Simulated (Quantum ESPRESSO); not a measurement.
Runs of Quantum ESPRESSO 7.5 on Cd. The typed cell holds 1 atom: a = 3.090 Å, b = 3.203 Å, c = 3.052 Å, α = 60.46°, β = 62.65°, γ = 59.78°. This isn't the form of Cd at room conditions, which is hcp.

```csv
task,level,potentials or basis,cell,k mesh,cutoff (eV),smearing,ASE optimiser,other keys,mesh quality,gap on the mesh (eV),pressure (GPa),relaxed volume (Å³/atom)
single point,PBE,SSSP 1.3 efficiency PBE,as given,10 × 10 × 10,816,fermi-dirac 0.05 eV,-,-,not flagged,none,2.2,-
relaxation of cell and atoms,BLYP+D3(BJ),SSSP 1.3 efficiency PBE,relaxed,4 × 4 × 4,816,fermi-dirac 0.2 eV,BFGS,diago_david_ndim = 3; diagonalization = rmm-paro,coarse,none,0.0,(a)
relaxation of cell and atoms,PBE+D2,Ansatz NC SR PBE,relaxed,4 × 4 × 4,1075,cold 0.1 eV,BFGS,-,coarse,none,0.0,(b)
single point,PBE+D3M(BJ),GBRV 1.5 PBE,as given,10 × 10 × 10,612,methfessel-paxton 0.1 eV,-,-,not flagged,none,-7.9,-
single point,PBEsol+D3(BJ),GBRV 1.5 PBEsol,as given,10 × 10 × 10,612,tetrahedra,-,smearing = tetrahedra; width = left out,not flagged,none,-4.8,-
```

Alike in all rows: no spin polarisation.

**Question.** Estimate the missing entries.

**Answer.** (a) 21.55; (b) 23.78.

Caveats: some runs use coarse meshes; pairwise dispersion overbinds metals, which lowers pressure and volume (some runs); the potentials were made for another functional, which shifts forces and pressure (some runs).

A k mesh can miss the band edges, and the runs leave out spin-orbit coupling on Cd.

A gap of «none» marks a metal or a gap under the smearing width.

The runs don't all hold the same shells in valence.
